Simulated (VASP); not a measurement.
Here is a VASP 6.6.1 calculation.

Contents of INCAR:

```
SYSTEM = SiC
  ALGO = Normal
  EDIFF = 1E-6
  EDIFFG = -0.01
  ENCUT = 600
  GGA = PE
  IBRION = 2
  ISIF = 3
  ISMEAR = 0
  LASPH = .TRUE.
  LCHARG = .FALSE.
  LREAL = .FALSE.
  LWAVE = .FALSE.
  NELM = 80
  NSW = 90
  PREC = Accurate
  SIGMA = 0.03
```

File KPOINTS:

```
k-points
0
G
  12 12 12
  0 0 0
```

File POSCAR:

```
SiC
1.0
    0.0000000000      2.1192710500      2.1192710500
    2.1192710500      0.0000000000      2.1192710500
    2.1192710500      2.1192710500      0.0000000000
Si C
1 1
Direct
    0.0000000000      0.0000000000      0.0000000000
    0.5000000000      0.5000000000      0.5000000000
```

Potentials or basis: VASP PAW PBE potentials, release 64 (Si, C).

Command:

```sh
$ cat potpaw_PBE.64/Si/POTCAR potpaw_PBE.64/C/POTCAR > POTCAR
$ mpirun -np 1 vasp_std > vasp.out
```

Q: Estimate the relaxed volume.

A: 8.35 Å³/atom.

Q: What does it give for the relaxed cell?

A: a = 2.869 Å, b = 2.869 Å, c = 2.869 Å, α = 60.00°, β = 60.00°, γ = 60.00°.

Step by step:
```csv
step,energy change (eV),largest force (eV/Å),pressure (GPa),volume (Å³)
1,0.0000,0.0000,-23.72,19.04
2,-0.1120,0.0000,23.03,15.41
3,-0.1994,0.0000,0.05,16.70
```
